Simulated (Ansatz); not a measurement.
Born–Oppenheimer molecular dynamics of a periodic cell of 16 atoms, WC (start crystal WC, start structure P-6m2, volume 1.15 times the crystal's). It starts from a structure without forces on its atoms.

Theory: DFT PBE, scalar-relativistic, plane waves, PAW (Ansatz). Settings: accuracy low, PAW set soft_1, cutoff 420 eV, k mesh 2x2x2, fermi-dirac smearing 0.24 eV, no spin polarisation.

| Item | Value |
| --- | --- |
| ensemble | NVT, Langevin thermostat |
| time step | 1.12 fs |
| steps asked | 180 |
| set temperature | 2800 K |
| friction | 0.02 /fs |
| seed | 681101 |

Frames 1.12 fs apart, positions in Å.

Velocities at 22.4 fs (Å/ps):

```
W -2.54 -1.24 -1.74
C -8.47 -12.65 14.25
W -2.60 -1.90 2.10
C -4.31 9.79 -5.70
W 1.67 2.40 -0.51
C -12.08 11.80 6.33
W 1.70 3.50 1.41
C 11.64 8.19 -14.07
W -1.66 -2.25 -1.35
C 15.40 -7.10 -0.07
W 0.91 -6.63 -1.54
C -11.01 4.61 -4.23
W 0.68 2.81 -0.72
C -7.05 -8.56 -13.53
W 0.01 3.94 -4.00
C -4.48 3.40 -4.95
```

```xyz
16
Lattice="-3.0366 -5.2596 0.0000 4.5549 -2.6298 0.0000 0.0000 0.0000 5.9274" Properties=species:S:1:pos:R:3 time_fs=22.4 energy_less_start_eV=2.393 T=1323
W -0.023 -5.328 0.019
C 1.395 -4.616 1.401
W -0.031 -5.345 3.011
C 1.368 -4.359 4.386
W -1.465 -2.546 0.019
C -0.013 -1.801 1.581
W -1.449 -2.584 2.957
C -0.019 -1.752 4.590
W 1.452 -2.554 0.007
C 3.031 -1.990 1.380
W 1.466 -2.782 2.880
C 3.149 -1.785 4.450
W 0.023 0.061 0.006
C -1.416 -4.280 1.589
W -0.002 0.141 2.873
C -1.298 -4.371 4.624
16
Lattice="-3.0366 -5.2596 0.0000 4.5549 -2.6298 0.0000 0.0000 0.0000 5.9274" Properties=species:S:1:pos:R:3 time_fs=23.5 energy_less_start_eV=2.387 T=1169
W -0.025 -5.329 0.017
C 1.386 -4.628 1.419
W -0.034 -5.346 3.013
C 1.367 -4.349 4.380
W -1.463 -2.543 0.019
C -0.026 -1.790 1.589
W -1.448 -2.581 2.959
C -0.004 -1.742 4.574
W 1.451 -2.556 0.005
C 3.047 -1.997 1.381
W 1.468 -2.789 2.878
C 3.138 -1.782 4.444
W 0.023 0.064 0.006
C -1.425 -4.292 1.574
W -0.002 0.144 2.869
C -1.306 -4.368 4.618
16
Lattice="-3.0366 -5.2596 0.0000 4.5549 -2.6298 0.0000 0.0000 0.0000 5.9274" Properties=species:S:1:pos:R:3 time_fs=24.6 energy_less_start_eV=2.370 T=1194
W -0.028 -5.329 0.014
C 1.377 -4.638 1.438
W -0.037 -5.349 3.015
C 1.372 -4.339 4.374
W -1.462 -2.541 0.020
C -0.036 -1.782 1.596
W -1.446 -2.579 2.961
C 0.011 -1.732 4.553
W 1.449 -2.557 0.004
C 3.060 -2.001 1.382
W 1.470 -2.796 2.878
C 3.127 -1.780 4.436
W 0.023 0.067 0.005
C -1.436 -4.308 1.560
W -0.002 0.148 2.865
C -1.316 -4.368 4.609
16
Lattice="-3.0366 -5.2596 0.0000 4.5549 -2.6298 0.0000 0.0000 0.0000 5.9274" Properties=species:S:1:pos:R:3 time_fs=25.8 energy_less_start_eV=2.351 T=1161
W -0.030 -5.328 0.012
C 1.368 -4.644 1.456
W -0.039 -5.352 3.017
C 1.377 -4.329 4.369
W -1.462 -2.538 0.020
C -0.043 -1.776 1.601
W -1.444 -2.578 2.963
C 0.027 -1.723 4.526
W 1.447 -2.556 0.003
C 3.067 -2.000 1.383
W 1.472 -2.801 2.878
C 3.116 -1.778 4.431
W 0.023 0.070 0.005
C -1.450 -4.325 1.546
W -0.002 0.152 2.862
C -1.326 -4.369 4.598
16
Lattice="-3.0366 -5.2596 0.0000 4.5549 -2.6298 0.0000 0.0000 0.0000 5.9274" Properties=species:S:1:pos:R:3 time_fs=26.9 energy_less_start_eV=2.330 T=1195
W -0.033 -5.327 0.009
C 1.360 -4.650 1.473
W -0.040 -5.355 3.018
C 1.383 -4.318 4.365
W -1.462 -2.537 0.020
C -0.048 -1.768 1.603
W -1.442 -2.576 2.966
C 0.041 -1.708 4.498
W 1.446 -2.556 0.002
C 3.071 -1.997 1.382
W 1.474 -2.807 2.879
C 3.103 -1.774 4.431
W 0.022 0.072 0.004
C -1.468 -4.343 1.532
W -0.002 0.155 2.861
C -1.337 -4.371 4.587
16
Lattice="-3.0366 -5.2596 0.0000 4.5549 -2.6298 0.0000 0.0000 0.0000 5.9274" Properties=species:S:1:pos:R:3 time_fs=28.0 energy_less_start_eV=2.336 T=1329
W -0.036 -5.326 0.006
C 1.355 -4.655 1.492
W -0.041 -5.358 3.019
C 1.386 -4.308 4.361
W -1.461 -2.536 0.021
C -0.053 -1.757 1.600
W -1.440 -2.574 2.969
C 0.051 -1.688 4.469
W 1.445 -2.557 0.000
C 3.076 -1.994 1.380
W 1.476 -2.812 2.881
C 3.085 -1.770 4.436
W 0.021 0.074 0.003
C -1.486 -4.364 1.519
W -0.003 0.158 2.859
C -1.344 -4.375 4.576
16
Lattice="-3.0366 -5.2596 0.0000 4.5549 -2.6298 0.0000 0.0000 0.0000 5.9274" Properties=species:S:1:pos:R:3 time_fs=29.1 energy_less_start_eV=2.383 T=1373
W -0.039 -5.326 0.002
C 1.347 -4.660 1.513
W -0.043 -5.362 3.019
C 1.387 -4.299 4.358
W -1.458 -2.535 0.023
C -0.060 -1.749 1.594
W -1.438 -2.573 2.971
C 0.063 -1.668 4.441
W 1.444 -2.558 -0.001
C 3.082 -1.990 1.374
W 1.478 -2.818 2.881
C 3.064 -1.766 4.441
W 0.019 0.076 0.002
C -1.506 -4.386 1.506
W -0.004 0.161 2.858
C -1.352 -4.381 4.563
16
Lattice="-3.0366 -5.2596 0.0000 4.5549 -2.6298 0.0000 0.0000 0.0000 5.9274" Properties=species:S:1:pos:R:3 time_fs=30.2 energy_less_start_eV=2.451 T=1565
W -0.041 -5.325 -0.001
C 1.337 -4.662 1.534
W -0.045 -5.365 3.020
C 1.389 -4.290 4.359
W -1.456 -2.534 0.025
C -0.064 -1.744 1.589
W -1.435 -2.571 2.974
C 0.079 -1.651 4.411
W 1.443 -2.560 -0.003
C 3.087 -1.982 1.369
W 1.480 -2.823 2.882
C 3.042 -1.761 4.443
W 0.018 0.077 0.001
C -1.526 -4.408 1.498
W -0.004 0.164 2.857
C -1.363 -4.388 4.548
16
Lattice="-3.0366 -5.2596 0.0000 4.5549 -2.6298 0.0000 0.0000 0.0000 5.9274" Properties=species:S:1:pos:R:3 time_fs=31.4 energy_less_start_eV=2.535 T=1808
W -0.043 -5.324 -0.004
C 1.332 -4.663 1.558
W -0.048 -5.368 3.021
C 1.388 -4.276 4.360
W -1.453 -2.533 0.027
C -0.066 -1.738 1.585
W -1.432 -2.568 2.978
C 0.098 -1.635 4.374
W 1.442 -2.563 -0.005
C 3.089 -1.969 1.362
W 1.481 -2.827 2.884
C 3.018 -1.755 4.442
W 0.017 0.079 -0.001
C -1.546 -4.427 1.492
W -0.004 0.166 2.857
C -1.376 -4.394 4.531
16
Lattice="-3.0366 -5.2596 0.0000 4.5549 -2.6298 0.0000 0.0000 0.0000 5.9274" Properties=species:S:1:pos:R:3 time_fs=32.5 energy_less_start_eV=2.643 T=1712
W -0.045 -5.323 -0.006
C 1.329 -4.663 1.581
W -0.050 -5.370 3.022
C 1.385 -4.263 4.362
W -1.450 -2.532 0.028
C -0.067 -1.732 1.579
W -1.430 -2.564 2.982
C 0.119 -1.617 4.337
W 1.442 -2.566 -0.007
C 3.090 -1.953 1.350
W 1.483 -2.830 2.886
C 2.995 -1.749 4.442
W 0.013 0.079 -0.003
C -1.564 -4.448 1.485
W -0.003 0.168 2.857
C -1.394 -4.397 4.514
16
Lattice="-3.0366 -5.2596 0.0000 4.5549 -2.6298 0.0000 0.0000 0.0000 5.9274" Properties=species:S:1:pos:R:3 time_fs=33.6 energy_less_start_eV=2.785 T=1664
W -0.047 -5.322 -0.009
C 1.327 -4.659 1.603
W -0.051 -5.372 3.022
C 1.381 -4.253 4.365
W -1.448 -2.532 0.029
C -0.064 -1.726 1.574
W -1.427 -2.562 2.986
C 0.142 -1.598 4.303
W 1.442 -2.569 -0.009
C 3.092 -1.937 1.333
W 1.487 -2.834 2.888
C 2.976 -1.743 4.445
W 0.010 0.079 -0.004
C -1.579 -4.470 1.478
W -0.003 0.170 2.857
C -1.414 -4.401 4.497
16
Lattice="-3.0366 -5.2596 0.0000 4.5549 -2.6298 0.0000 0.0000 0.0000 5.9274" Properties=species:S:1:pos:R:3 time_fs=34.7 energy_less_start_eV=2.949 T=1680
W -0.049 -5.322 -0.011
C 1.323 -4.655 1.622
W -0.053 -5.373 3.023
C 1.375 -4.245 4.374
W -1.447 -2.533 0.028
C -0.060 -1.719 1.568
W -1.424 -2.560 2.991
C 0.169 -1.584 4.273
W 1.442 -2.571 -0.011
C 3.092 -1.921 1.317
W 1.492 -2.839 2.889
C 2.958 -1.734 4.446
W 0.008 0.080 -0.005
C -1.591 -4.495 1.470
W -0.002 0.170 2.858
C -1.438 -4.409 4.479
```

Of the whole run (202 fs, mean temperature of the second half 2541 K): A run of 0.2 ps of so small a system gives no equilibrium averages. Limits of this set-up: coarse k mesh, low accuracy level.

The run took 20 min on 1 thread of Arm Neoverse V1, with other jobs on the host, peak memory 0.58 GiB.
